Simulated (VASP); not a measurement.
## Sr (Strontium) under strain

How does the pressure of Sr (Strontium) answer to a change of volume? The bands are shown for each cell. All runs use PBE. Left out of this account: at least 1 further run (self-consistent run: a reference on another mesh). The start is a cell from a database of measured crystal structures.

Calculated with VASP 6.6.1; PBE; plane waves and PAW (Sr_sv).

### 1. Starting point

The structure is cubic, space group Fm-3m (No. 225). The conventional cell has a = 6.085 Å, b = 6.085 Å, c = 6.085 Å, α = 90.00°, β = 90.00°, γ = 90.00°. Nearest to Sr lie 12 Sr at 4.30 Å.

### 2. Bands, cell as listed

Levels along the symmetry lines show where the bands peak and cross; KPOINTS_OPT computes them in the converged potential. PBE, the usual starting point, adds the gradient of the density.

INCAR

```
SYSTEM = Sr
PREC = Accurate
ENCUT = 400
EDIFF = 1E-06
NELM = 100
ISMEAR = -1
SIGMA = 0.05
LREAL = .FALSE.
ALGO = Normal
GGA = PE
NBANDS = 16
LORBIT = 11
LWAVE = .FALSE.
LCHARG = .FALSE.
KPAR = 2
```

POSCAR

```
Sr
1.0
    0.0000000000      3.0423500000      3.0423500000
    3.0423500000      0.0000000000      3.0423500000
    3.0423500000      3.0423500000      0.0000000000
Sr
1
Direct
    0.0000000000      0.0000000000      0.0000000000
```

KPOINTS

```
Automatic mesh
0
Gamma
11 11 11
0 0 0
```

KPOINTS_OPT

```
Line mode
16
Line-mode
Reciprocal
  0.00000000   0.00000000   0.00000000 GAMMA
  0.50000000   0.00000000   0.50000000 X

  0.50000000   0.00000000   0.50000000 X
  0.50000000   0.25000000   0.75000000 W

  0.50000000   0.25000000   0.75000000 W
  0.37500000   0.37500000   0.75000000 K

  0.37500000   0.37500000   0.75000000 K
  0.00000000   0.00000000   0.00000000 GAMMA

  0.00000000   0.00000000   0.00000000 GAMMA
  0.50000000   0.50000000   0.50000000 L

  0.50000000   0.50000000   0.50000000 L
  0.62500000   0.25000000   0.62500000 U

  0.62500000   0.25000000   0.62500000 U
  0.50000000   0.25000000   0.75000000 W

  0.50000000   0.25000000   0.75000000 W
  0.50000000   0.50000000   0.50000000 L

  0.50000000   0.50000000   0.50000000 L
  0.37500000   0.37500000   0.75000000 K

  0.62500000   0.25000000   0.62500000 U
  0.50000000   0.00000000   0.50000000 X
```

PAW data sets: Sr_sv (PBE family, release 64).

The run is started by

```bash
$ mpirun -np 2 vasp_std
```

The program printed:

```text
[banner, memory and clock lines left out]
running    2 mpi-ranks, on    1 nodes
 distrk:  each k-point on    1 cores,    2 groups
 distr:  one band on    1 cores,    1 groups

 POSCAR found type information on POSCAR Sr
 POSCAR found :  1 types and       1 ions
 LDA part: xc-table for (Slater+PW92), standard interpolation
 POSCAR, INCAR and KPOINTS ok, starting setup
 FFT: planning ... GRIDC
 FFT: planning ... GRID_SOFT
 FFT: planning ... GRID
 WAVECAR not read
 entering main loop
       N       E                     dE             d eps       ncg     rms          rms(c)
DAV:   1     0.299598912918E+02    0.29960E+02   -0.39007E+03  1792   0.437E+02
DAV:   2    -0.439905481666E+00   -0.30400E+02   -0.29591E+02  2392   0.110E+02
DAV:   3    -0.160545223427E+01   -0.11655E+01   -0.11582E+01  2416   0.152E+01
DAV:   4    -0.163989044232E+01   -0.34438E-01   -0.34419E-01  2432   0.203E+00
DAV:   5    -0.164037049932E+01   -0.48006E-03   -0.48005E-03  2496   0.187E-01    0.111E+01
DAV:   6    -0.164114546060E+01   -0.77496E-03   -0.63910E-03  2240   0.606E-01    0.626E+00
DAV:   7    -0.164179198246E+01   -0.64652E-03   -0.10856E-02  2024   0.780E-01    0.277E-01
DAV:   8    -0.164175588222E+01    0.36100E-04   -0.99427E-04  2800   0.143E-01    0.556E-02
DAV:   9    -0.164177391618E+01   -0.18034E-04   -0.11966E-05  2000   0.224E-02    0.254E-02
DAV:  10    -0.164178815560E+01   -0.14239E-04   -0.42982E-06  2440   0.114E-02    0.307E-03
DAV:  11    -0.164178752959E+01    0.62601E-06   -0.19877E-07  1152   0.250E-03
   1 F= -.16417875E+01 E0= -.16363162E+01  d E =-.109426E-01
 Start KPOINTS_OPT (optional k-point list driver)
k-point batch [1-56\160]
       N       E                     dE             ncg
DAV:   1    -0.792711651195E+04   -0.22294E+05     1792
DAV:   2    -0.956443040154E+04   -0.16373E+04     2464
DAV:   3    -0.962271926151E+04   -0.58289E+02     2456
DAV:   4    -0.962368536295E+04   -0.96610E+00     2288
DAV:   5    -0.962369963039E+04   -0.14267E-01     2432
DAV:   6    -0.962369986218E+04   -0.23178E-03     2200
DAV:   7    -0.962369986749E+04   -0.53158E-05     1640
DAV:   8    -0.962369986764E+04   -0.14753E-06     1384
[...]
k-point batch [113-160\160]
       N       E                     dE             ncg
DAV:   1    -0.441183458027E+04   -0.20424E+05     1544
DAV:   2    -0.581743086008E+04   -0.14056E+04     2104
DAV:   3    -0.586847044652E+04   -0.51040E+02     2080
DAV:   4    -0.586973074734E+04   -0.12603E+01     2056
DAV:   5    -0.586977328335E+04   -0.42536E-01     2088
DAV:   6    -0.586977444167E+04   -0.11583E-02     1984
DAV:   7    -0.586977448274E+04   -0.41074E-04     1584
DAV:   8    -0.586977448418E+04   -0.14347E-05     1472
DAV:   9    -0.586977448424E+04   -0.59247E-07     1248
```

Wall time 74 s (2 MPI ranks of AMD EPYC 7R43, shared host); peak memory 0.29 GiB.

Lines that name or quote the potential files are left out of all logs, and their timing lines are given in words.

From OUTCAR (step 2):

```text
ion  position               nearest neighbor table
   1  0.000  0.000  0.000-

  LATTYP: Found a face centered cubic cell.
 ALAT       =     6.0847000000

 Subroutine GETGRP returns: Found 48 space group operations
 (whereof 48 operations were pure point group operations)

The static configuration has the point symmetry O_h .

 Found     56 irreducible k-points:

   k-points           NKPTS =     56   k-points in BZ     NKDIM =     56   number of bands    NBANDS=     16

   dimension x,y,z NGX =    28 NGY =   28 NGZ =   28
   dimension x,y,z NGXF=    56 NGYF=   56 NGZF=   56

   ENCUT  =  400.0 eV  29.40 Ry    5.42 a.u.   7.02  7.02  7.02*2*pi/ulx,y,z

   NELECT =      10.0000    total number of electrons

 k-points in reciprocal lattice and weights: Automatic mesh
   0.00000000  0.00000000  0.00000000       0.001
   0.09090909  0.00000000  0.00000000       0.006
   0.18181818  0.00000000  0.00000000       0.006
   0.27272727  0.00000000  0.00000000       0.006
   0.36363636  0.00000000  0.00000000       0.006
   0.45454545  0.00000000  0.00000000       0.006
   0.09090909  0.09090909  0.00000000       0.005
   0.18181818  0.09090909  0.00000000       0.018
   0.27272727  0.09090909  0.00000000       0.018
[...]
-0.36363636  0.45454545  0.18181818       0.018
  -0.27272727  0.45454545  0.18181818       0.018

 average (electrostatic) potential at core
       1 -41.1569

 E-fermi :   1.5027

 k-point     1 :       0.0000    0.0000    0.0000
  band No.  band energies     occupation
      1     -35.1661      2.00000
      2     -17.0558      2.00000
      3     -17.0558      2.00000
      4     -17.0558      2.00000
      5      -2.1077      2.00000
      6       3.8193      0.00000
      7       3.8193      0.00000
      8       3.8193      0.00000
      9       5.2475      0.00000
     10       5.2475      0.00000
    ...

 k-point     2 :       0.0909    0.0000    0.0000
  band No.  band energies     occupation
      1     -35.1651      2.00000
      2     -17.0705      2.00000
      3     -17.0578      2.00000
      4     -17.0578      2.00000
      5      -1.9778      2.00000
      6       3.6184      0.00000
      7       3.8798      0.00000
      8       3.8798      0.00000
      9       5.1681      0.00000
     10       5.1681      0.00000
    ...

 k-point     3 :       0.1818    0.0000    0.0000
  band No.  band energies     occupation
      1     -35.1625      2.00000
      2     -17.1093      2.00000
      3     -17.0631      2.00000
      4     -17.0631      2.00000
      5      -1.6022      2.00000
      6       3.1547      0.00000
      7       3.9829      0.00000
      8       3.9829      0.00000
      9       5.0803      0.00000
     10       5.0803      0.00000
    ...

  Total       -0.1110106     -0.1110106     -0.1110106      0.0000000      0.0000000     -0.0000000
  in kB       -3.1580399     -3.1580399     -3.1580399      0.0000000      0.0000000     -0.0000000
  external PRESSURE =      -3.1580399 kB  Pullay stress =       0.0000000 kB

  energy-cutoff  :      400.00
  volume of cell :       56.32
      direct lattice vectors                 reciprocal lattice vectors
     0.000000000  3.042350000  3.042350000    -0.164346640  0.164346640  0.164346640
     3.042350000  0.000000000  3.042350000     0.164346640 -0.164346640  0.164346640
     3.042350000  3.042350000  0.000000000     0.164346640  0.164346640 -0.164346640

 POSITION                                       TOTAL-FORCE (eV/Angst)
 -----------------------------------------------------------------------------------
      0.00000      0.00000      0.00000        -0.000000     -0.000000      0.000000
 -----------------------------------------------------------------------------------
    total drift:                               -0.000000     -0.000000     -0.000000

  FREE ENERGIE OF THE ION-ELECTRON SYSTEM (eV)
  ---------------------------------------------------
  free  energy   TOTEN  =        -1.6417875296 eV

  energy  without entropy=       -1.6308449657  energy(sigma->0) =       -1.63631625

 total charge
# of ion       s       p       d       tot
------------------------------------------
    1        2.063   5.708   0.126   7.897

[... 3 further parts left out ...]
```

The k-mesh is coarse for a metal.

This step gave:

```yaml
scf_cycles: 11
electrons: 10
bands: 16
irreducible_k_points: 56
symmetry_operations: 48
free_energy_toten: -1.642 eV
energy_at_zero_smearing: -1.636 eV
fermi_energy: 1.503 eV
pressure: -0.3158 GPa
metallic_judged_on_the_points_sampled: yes
```

Electronic bands along the path, in eV, zero at the Fermi level; # counts the bands kept in this run, so #1 is VASP's band 5:

```
          point     #1    #2    #3    #4    #5
              Γ  -3.61  2.32  2.32  2.32  3.74
0.47 of the way  -2.54  1.22  2.24  2.89  2.89
              X  -0.62  0.36  1.00  4.76  5.05
0.47 of the way  -0.37  0.42  0.89  3.31  5.05
              W   0.08  0.62  0.62  2.19  5.06
0.53 of the way  -0.02  0.36  0.75  2.70  4.47
              K  -0.08  0.23  0.81  3.36  3.77
0.53 of the way  -2.41  1.20  2.01  2.92  2.96
              Γ  -3.61  2.32  2.32  2.32  3.74
0.53 of the way  -2.57  1.15  2.44  2.44  3.76
              L  -1.11  0.04  2.16  2.16  4.76
0.53 of the way  -0.55  0.01  1.41  2.61  4.44
              U  -0.08  0.23  0.81  3.36  3.77
0.53 of the way  -0.01  0.39  0.74  2.60  4.59
              W   0.08  0.62  0.62  2.19  5.06
0.53 of the way  -0.53  0.01  1.41  2.57  4.30
              L  -1.11  0.04  2.16  2.16  4.76
0.53 of the way  -0.55  0.01  1.41  2.61  4.44
              K  -0.08  0.23  0.81  3.36  3.77
      jump to U  -0.08  0.23  0.81  3.36  3.77
0.47 of the way  -0.45  0.38  0.93  3.99  4.27
              X  -0.62  0.36  1.00  4.76  5.05
```

The electronic bands as a text plot (rows in eV, shown from -3.6 to 5.7 only):

```
    5.5 |        * ****                  *****   ***   *** *  * *
    5.1 |        ******     *                    ******   *    **
    4.7 |      ***     **  * *           ********     ********* *
    4.3 |    ** * *      **             *    *  *  ***     *   *
    3.9 |****  *        ****  *****   **      **            ****
    3.5 |**        *        *   ** ***                        *
    3.1 |  * **         ***  ***              **             *
    2.8 |   *       *  *   *****             *  *   **     **
    2.4 |****        **       ***********  **    ***  ** **
    2.0 | ** *                  *   *    ***           ****
    1.6 |   * *              * *     *      *         *    *
    1.2 |    * **           ***       *      *       *      *
    0.8 |     *  ************          *      **** **        ****
    0.4 |      ********** *             *       ****          ***
    0.1 |            *****               *********************
   -0.3 |          **     *                  *              * **
   -0.7 |       ***                         *        **   **    *
   -1.1 |                  *             ***           ***
   -1.5 |      *            *           *
   -1.9 |     *
   -2.3 |    *               *         *
   -2.6 |   *                 *       *
   -3.0 |                      *     *
   -3.4 |***                    *****
         Γ       X    W  K        Γ      L     U  W     L   K|U X
```

There is no gap at this level.

Of the bands kept, 2 cross the Fermi level on this path.

### 3. Bands, volume times 1.04

The cell is expanded evenly, with fractional positions held.

INCAR is that of step 2.

POSCAR

```
Sr
1.0
    0.0000000000      3.0823855122      3.0823855122
    3.0823855122      0.0000000000      3.0823855122
    3.0823855122      3.0823855122      0.0000000000
Sr
1
Direct
    0.0000000000      0.0000000000      0.0000000000
```

KPOINTS is that of step 2.

KPOINTS_OPT is that of step 2.

The run is started by

```bash
$ mpirun -np 2 vasp_std
```

The program printed:

```text
[... set-up lines as in an earlier step ...]
 entering main loop
       N       E                     dE             d eps       ncg     rms          rms(c)
DAV:   1     0.275334179320E+02    0.27533E+02   -0.38817E+03  1808   0.437E+02
DAV:   2    -0.485462774153E+00   -0.28019E+02   -0.27317E+02  2416   0.107E+02
DAV:   3    -0.161087621555E+01   -0.11254E+01   -0.11173E+01  2472   0.145E+01
DAV:   4    -0.163159175535E+01   -0.20716E-01   -0.20701E-01  2384   0.167E+00
DAV:   5    -0.163190003255E+01   -0.30828E-03   -0.30827E-03  2464   0.158E-01    0.108E+01
DAV:   6    -0.163372358204E+01   -0.18235E-02   -0.65873E-03  2152   0.611E-01    0.608E+00
DAV:   7    -0.163483068815E+01   -0.11071E-02   -0.11160E-02  2016   0.791E-01    0.282E-01
DAV:   8    -0.163480423531E+01    0.26453E-04   -0.10375E-03  2744   0.147E-01    0.547E-02
DAV:   9    -0.163482701305E+01   -0.22778E-04   -0.16781E-05  2000   0.243E-02    0.250E-02
DAV:  10    -0.163483797960E+01   -0.10967E-04   -0.50122E-06  2520   0.116E-02    0.283E-03
DAV:  11    -0.163483766292E+01    0.31668E-06   -0.22621E-07  1184   0.254E-03
   1 F= -.16348377E+01 E0= -.16290568E+01  d E =-.115618E-01
 Start KPOINTS_OPT (optional k-point list driver)
k-point batch [1-56\160]
       N       E                     dE             ncg
DAV:   1    -0.803125501651E+04   -0.21939E+05     1800
DAV:   2    -0.966372821799E+04   -0.16325E+04     2472
DAV:   3    -0.972614214951E+04   -0.62414E+02     2456
DAV:   4    -0.972720085095E+04   -0.10587E+01     2224
DAV:   5    -0.972721261434E+04   -0.11763E-01     2432
DAV:   6    -0.972721271978E+04   -0.10544E-03     2248
DAV:   7    -0.972721272243E+04   -0.26518E-05     1712
DAV:   8    -0.972721272253E+04   -0.10221E-06     1312
[...]
k-point batch [113-160\160]
       N       E                     dE             ncg
DAV:   1    -0.449422216525E+04   -0.20363E+05     1544
DAV:   2    -0.592478889628E+04   -0.14306E+04     2136
DAV:   3    -0.597417259314E+04   -0.49384E+02     2032
DAV:   4    -0.597558011728E+04   -0.14075E+01     2168
DAV:   5    -0.597559411087E+04   -0.13994E-01     2040
DAV:   6    -0.597559424300E+04   -0.13213E-03     2096
DAV:   7    -0.597559424562E+04   -0.26159E-05     1520
DAV:   8    -0.597559424570E+04   -0.85651E-07     1376
```

The job ended after 72 s (2 MPI ranks; peak memory 0.3 GiB; 2.3 min of CPU time).

OUTCAR, selected parts (step 3):

```text
  LATTYP: Found a face centered cubic cell.
 ALAT       =     6.1647710244

The static configuration has the point symmetry O_h .

 Found     56 irreducible k-points:

   ENCUT  =  400.0 eV  29.40 Ry    5.42 a.u.   7.11  7.11  7.11*2*pi/ulx,y,z

   NELECT =      10.0000    total number of electrons

 E-fermi :   1.3666

 k-point     1 :       0.0000    0.0000    0.0000
  band No.  band energies     occupation
      1     -35.3750      2.00000
      2     -17.2698      2.00000
      3     -17.2698      2.00000
      4     -17.2698      2.00000
      5      -2.1766      2.00000
      6       3.6459      0.00000
      7       3.6459      0.00000
      8       3.6459      0.00000
      9       5.0141      0.00000
     10       5.0141      0.00000
    ...

 k-point     2 :       0.0909    0.0000    0.0000
  band No.  band energies     occupation
      1     -35.3742      2.00000
      2     -17.2824      2.00000
      3     -17.2716      2.00000
      4     -17.2716      2.00000
      5      -2.0514      2.00000
      6       3.4524      0.00000
      7       3.7039      0.00000
      8       3.7039      0.00000
      9       4.9392      0.00000
     10       4.9392      0.00000
    ...

  Total       -0.2577620     -0.2577620     -0.2577620      0.0000000      0.0000000     -0.0000000
  in kB       -7.0508047     -7.0508047     -7.0508047      0.0000000      0.0000000     -0.0000000
  external PRESSURE =      -7.0508047 kB  Pullay stress =       0.0000000 kB

  energy-cutoff  :      400.00
  volume of cell :       58.57
      direct lattice vectors                 reciprocal lattice vectors
     0.000000000  3.082385512  3.082385512    -0.162212026  0.162212026  0.162212026
     3.082385512  0.000000000  3.082385512     0.162212026 -0.162212026  0.162212026
     3.082385512  3.082385512  0.000000000     0.162212026  0.162212026 -0.162212026

 POSITION                                       TOTAL-FORCE (eV/Angst)
 -----------------------------------------------------------------------------------
      0.00000      0.00000      0.00000         0.000000      0.000000      0.000000
 -----------------------------------------------------------------------------------
    total drift:                               -0.000000     -0.000000     -0.000000

  FREE ENERGIE OF THE ION-ELECTRON SYSTEM (eV)
  ---------------------------------------------------
  free  energy   TOTEN  =        -1.6348376629 eV

  energy  without entropy=       -1.6232758725  energy(sigma->0) =       -1.62905677

 total charge
# of ion       s       p       d       tot
------------------------------------------
    1        2.062   5.708   0.118   7.888

[... 5 parts as in an earlier step ...]

[... 5 further parts left out ...]
```

This step gave:

| Property | Result |
| --- | --- |
| free energy (TOTEN) | -1.635 eV |
| energy at zero smearing | -1.629 eV |
| Fermi energy | 1.367 eV |
| pressure | -0.7051 GPa |

Electronic bands along the path, in eV, zero at the Fermi level; # counts the bands kept in this run, so #1 is VASP's band 5:

```
          point     #1     #2    #3    #4    #5
              Γ  -3.54   2.28  2.28  2.28  3.65
0.53 of the way  -2.22   1.04  1.93  2.99  2.99
              X  -0.57   0.40  0.93  4.62  4.89
0.53 of the way  -0.26   0.46  0.81  2.98  4.90
              W   0.11   0.61  0.61  2.10  4.90
0.47 of the way   0.02   0.40  0.71  2.51  4.41
              K  -0.05   0.24  0.77  3.28  3.61
0.47 of the way  -2.07   1.05  1.75  2.78  3.07
              Γ  -3.54   2.28  2.28  2.28  3.65
0.53 of the way  -2.54   1.14  2.40  2.40  3.66
              L  -1.08   0.00  2.13  2.13  4.61
0.53 of the way  -0.54  -0.01  1.40  2.56  4.28
              U  -0.05   0.24  0.77  3.28  3.61
0.47 of the way   0.01   0.36  0.72  2.61  4.30
              W   0.11   0.61  0.61  2.10  4.90
0.47 of the way  -0.37   0.00  1.25  2.59  4.04
              L  -1.08   0.00  2.13  2.13  4.61
0.47 of the way  -0.66  -0.01  1.53  2.47  4.41
              K  -0.05   0.24  0.77  3.28  3.61
      jump to U  -0.05   0.24  0.77  3.28  3.61
0.47 of the way  -0.41   0.40  0.87  3.88  4.09
              X  -0.57   0.40  0.93  4.62  4.89
```

The electronic bands as a text plot (rows in eV, shown from -3.5 to 5.4 only):

```
    5.2 |        ******                  *****   ****  *****   **
    4.8 |        ******     *                    *******       **
    4.4 |      ***     *** * *          *********  *  ********* *
    4.1 |   ***   *       *   *        *     *  *   **         *
    3.7 |***   *        ****   ****** *       **            ***
    3.3 | *   *    *        *   *    *         *             **
    3.0 |  * *          ***  ***              *             *
    2.6 |  **       *  *   ** **     **     **  *   **     *
    2.2 |**          **       *******  *****     ***  *****
    1.8 | ** **              *  *   *      *          ** **
    1.5 |   *                 **     *      *        *     *
    1.1 |    * ***         ***        *      *      *       *   *
    0.7 |     **  ***********          *      ******         ***
    0.4 |       *****  ****             *      *** *         ****
    0.0 |           ******               *********************
   -0.4 |        ***      *                  *       *     *  ***
   -0.8 |       *                          **         *   *
   -1.1 |      *           *             **            ***
   -1.5 |                   *           *
   -1.9 |     *                        *
   -2.2 |    *               *
   -2.6 |   *                 *       *
   -3.0 |                      *     *
   -3.4 |***                    *****
         Γ       X    W  K        Γ      L     U  W     L   K|U X
```

 The pressure is -0.71 GPa.

Of the bands kept, 2 cross the Fermi level on this path.

[end of part 1 of 3]

[Lines on the potential files, build, host, timing and source positions are cut from VASP's logs without a mark.]

[Logs are printed without paths, hosts, clocks, repeated set-up lines and the standing remarks that a program may print on its own settings, such as how far it seeks lower states.]

[Hosts, paths, dates, database ids (printed as entryN), source tags and the programs' standing remarks are cut or masked in the printed files.]

[A measured line is paired with the nearest computed mode of its activity, which favours agreement.]

[In band tables of VASP the shares of atoms and orbitals are scaled to a sum of 1 inside the atoms' spheres.]
